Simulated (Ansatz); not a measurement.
**An O vacancy in rutile SiO2, 71 atoms, charge +2**

How high is the barrier for this jump? The start is relaxed, a band joins it to the far end, and PBEsol and HSE06 are the levels used.

All numbers are computed with Ansatz 0.2.0 (PAW, plane waves).

## (1) Starting point

71 atoms (24 Si, 47 O); a = 8.389 Å, b = 8.389 Å, c = 8.036 Å, α = 90.00°, β = 90.00°, γ = 90.00°. All atoms were shaken off their sites by about 0.02 Å along each axis. Defect site 1: (0.597, 0.403, 0.500).

Plan of the steps: (2) PBEsol relaxation at the single k point (¼, ¼, ¼), on 1 × NVIDIA GB200 with 8 threads of Arm Neoverse-V2; (3) HSE06 single point at the single k point (¼, ¼, ¼), on 1 × NVIDIA GB200 with 8 threads of Arm Neoverse-V2; (4) PBEsol band at the single k point (¼, ¼, ¼), on 1 × NVIDIA GB200 with 8 threads of Arm Neoverse-V2; (5) HSE06 single point at the single k point (¼, ¼, ¼), on 1 × NVIDIA GB200 with 8 threads of Arm Neoverse-V2.

## (2) Relaxation of the positions (PBEsol)

The input, in.yaml:

```yaml
crystal:
  lattice:
    - [8.388693, 0.000000, 0.000000]
    - [0.000000, 8.388693, 0.000000]
    - [0.000000, 0.000000, 8.035643]
  atoms:
    - { symbol: Si, position: [0.003130, 0.999206, 0.999998] }
    - { symbol: Si, position: [0.997565, 0.999764, 0.335333] }
    - { symbol: Si, position: [0.994842, 0.002283, 0.666706] }
    - { symbol: Si, position: [0.001857, 0.501894, 0.998715] }
    - { symbol: Si, position: [0.001468, 0.499284, 0.326519] }
    - { symbol: Si, position: [0.998870, 0.504157, 0.668019] }
    - { symbol: Si, position: [0.492561, 0.997103, 0.005597] }
    - { symbol: Si, position: [0.498651, 0.002215, 0.332791] }
    - { symbol: Si, position: [0.498390, 0.000347, 0.665075] }
    - { symbol: Si, position: [0.503622, 0.500702, 0.000725] }
    - { symbol: Si, position: [0.496575, 0.499619, 0.329143] }
    - { symbol: Si, position: [0.495502, 0.501645, 0.669703] }
    - { symbol: Si, position: [0.246157, 0.247996, 0.169393] }
    - { symbol: Si, position: [0.250003, 0.249820, 0.496990] }
    - { symbol: Si, position: [0.247522, 0.252157, 0.839023] }
    - { symbol: Si, position: [0.249683, 0.748330, 0.167020] }
    - { symbol: Si, position: [0.249940, 0.750520, 0.500068] }
    - { symbol: Si, position: [0.248163, 0.747600, 0.832172] }
    - { symbol: Si, position: [0.745544, 0.248989, 0.165814] }
    - { symbol: Si, position: [0.749752, 0.249378, 0.502132] }
    - { symbol: Si, position: [0.748536, 0.252096, 0.835107] }
    - { symbol: Si, position: [0.755852, 0.746250, 0.166217] }
    - { symbol: Si, position: [0.749448, 0.747681, 0.500509] }
    - { symbol: Si, position: [0.750621, 0.749678, 0.836556] }
    - { symbol: O, position: [0.151736, 0.152668, 0.002088] }
    - { symbol: O, position: [0.151865, 0.155796, 0.335571] }
    - { symbol: O, position: [0.151648, 0.152533, 0.667121] }
    - { symbol: O, position: [0.156716, 0.650566, 0.999189] }
    - { symbol: O, position: [0.149201, 0.652266, 0.328811] }
    - { symbol: O, position: [0.154703, 0.655701, 0.669026] }
    - { symbol: O, position: [0.657372, 0.151682, 0.000673] }
    - { symbol: O, position: [0.651258, 0.153870, 0.334640] }
    - { symbol: O, position: [0.653245, 0.154372, 0.665800] }
    - { symbol: O, position: [0.655416, 0.656754, 0.998794] }
    - { symbol: O, position: [0.654533, 0.651393, 0.331851] }
    - { symbol: O, position: [0.654167, 0.653208, 0.666677] }
    - { symbol: O, position: [0.347991, 0.344852, 0.996259] }
    - { symbol: O, position: [0.342227, 0.346179, 0.333471] }
    - { symbol: O, position: [0.347477, 0.347170, 0.665475] }
    - { symbol: O, position: [0.346187, 0.844692, 0.997348] }
    - { symbol: O, position: [0.347125, 0.845847, 0.333725] }
    - { symbol: O, position: [0.346037, 0.848940, 0.665602] }
    - { symbol: O, position: [0.847304, 0.348654, 0.005099] }
    - { symbol: O, position: [0.849791, 0.347301, 0.330709] }
    - { symbol: O, position: [0.845988, 0.348657, 0.665664] }
    - { symbol: O, position: [0.846010, 0.846055, 0.997443] }
    - { symbol: O, position: [0.848818, 0.842775, 0.333309] }
    - { symbol: O, position: [0.845619, 0.849080, 0.663914] }
    - { symbol: O, position: [0.097088, 0.402120, 0.167954] }
    - { symbol: O, position: [0.095042, 0.405082, 0.498945] }
    - { symbol: O, position: [0.102083, 0.402246, 0.830329] }
    - { symbol: O, position: [0.094701, 0.901739, 0.163888] }
    - { symbol: O, position: [0.099704, 0.906831, 0.502993] }
    - { symbol: O, position: [0.096354, 0.901836, 0.832806] }
    - { symbol: O, position: [0.596056, 0.405925, 0.168716] }
    - { symbol: O, position: [0.597777, 0.405801, 0.833778] }
    - { symbol: O, position: [0.599961, 0.907445, 0.164199] }
    - { symbol: O, position: [0.601570, 0.901049, 0.499136] }
    - { symbol: O, position: [0.598944, 0.906303, 0.833647] }
    - { symbol: O, position: [0.402015, 0.097098, 0.168199] }
    - { symbol: O, position: [0.405592, 0.094790, 0.497289] }
    - { symbol: O, position: [0.404199, 0.096682, 0.835301] }
    - { symbol: O, position: [0.398955, 0.601509, 0.168609] }
    - { symbol: O, position: [0.405714, 0.597350, 0.503330] }
    - { symbol: O, position: [0.402200, 0.600244, 0.829527] }
    - { symbol: O, position: [0.902166, 0.095918, 0.166115] }
    - { symbol: O, position: [0.903897, 0.097369, 0.501998] }
    - { symbol: O, position: [0.902231, 0.097099, 0.833190] }
    - { symbol: O, position: [0.909057, 0.600710, 0.167558] }
    - { symbol: O, position: [0.903893, 0.599500, 0.497102] }
    - { symbol: O, position: [0.903160, 0.598541, 0.835454] }
  symmetry: { detect: false }
kpoints:
  mp_grid: { grid: [1, 1, 1], shift: [0.25, 0.25, 0.25] }
hamiltonian:
  xc: pbesol
total_charge: 2
scf:
  occupations: { method: fermi_dirac, width: 0.01 }
relax:
  f_tol: 0.03
  max_steps: 80
  escape_saddle: false
  adjacent_minimum: "off"
output:
  forces: true
  eigenvalues: true
  populations: true
  charged_corrections: { epsilon: 11 }
```

Command:

```
ansatz run in.yaml --threads 8 --pin off --max-ram 118750MiB --runs-dir r --events-out ev --progress --plain --backend cuda --devices 0, --max-vram 170GiB
```

Further steps of the session: Single point with HSE06; Elastic band between the two sites; HSE06 on the same atoms.

**Question.** What will these runs give? Wanted: for each run, top filled to lowest empty.

**Answer**, as computed:

| level | time | top filled to lowest empty (eV) |
| --- | --- | --- |
| PBEsol, relaxation | 4.5 s (GPU) | 3.28 |
| HSE06 | 9.4 s (GPU) | 5.12 |
| HSE06, at the band's top | 9.5 s (GPU) | 6.93 |

| quantity | value |
| --- | --- |
| relaxation | 8 recorded steps, 3.48 eV gained |
| largest shift | 0.25 Å (Si20) |
| barrier forwards, backwards | 0.67, 0.67 eV |
| jump | O by 1.85 Å |
| band iterations | 5 |
| top less start by HSE06 | 0.46 eV |

**In words.** Relaxation gains 3.48 eV, with shifts up to 0.25 Å (Si20). The PBEsol barrier is 0.67 eV forwards and 0.67 eV back, about 26 times kT at 300 K, without charge corrections. The cell's size and k points aren't converged for it. The program's check left the order of the top open. On the same two geometries HSE06 gives 0.46 eV. At the same k points, PBEsol gives a spacing 1.85 eV smaller than the 5.12 eV of HSE06. In a defect cell this spacing can involve defect levels, so it need not be the gap.
